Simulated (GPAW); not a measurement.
The system is K.

```
CELL_PARAMETERS angstrom
-2.69756 2.69756 2.69756
2.69756 -2.69756 2.69756
2.69756 2.69756 -2.69756
ATOMIC_POSITIONS crystal
K 0.00000 0.00000 0.00000
```

| Property | Result |
| --- | --- |
| Program | GPAW 26.7.0 |
| Task | single point |
| Functional | PBE |
| Potentials or basis | GPAW PAW data sets (gpaw-data 1.2.1) |
| Cutoff | 600 eV |
| Basis | pw |
| k mesh | 7 × 7 × 7 |
| Occupations | fermi-dirac, width 0.05 eV |
| Spin | no spin polarisation |

On this cell: pressure -0.2 GPa; band gap on the k mesh none (metal or under the smearing width).

The same run follows on a disturbed copy (cell strained at random at fixed volume):

```xyz
1
Lattice="-2.6291 2.6676 2.6001 2.7187 -2.7445 2.7665 2.6601 2.7755 -2.6769" Properties=species:S:1:pos:R:3 pbc="T T T"
K     0.0063    0.0330   -0.0519
```

Q: What changes?

A: The energy (extrapolated to zero smearing) moves by +1.4 meV/atom; pressure -0.2 GPa; band gap on the k mesh none (metal or under the smearing width).

Stress tensor (GPa, compression positive):
```
-0.21 -0.04 -0.09
-0.04 -0.20  0.08
-0.09  0.08 -0.22
```
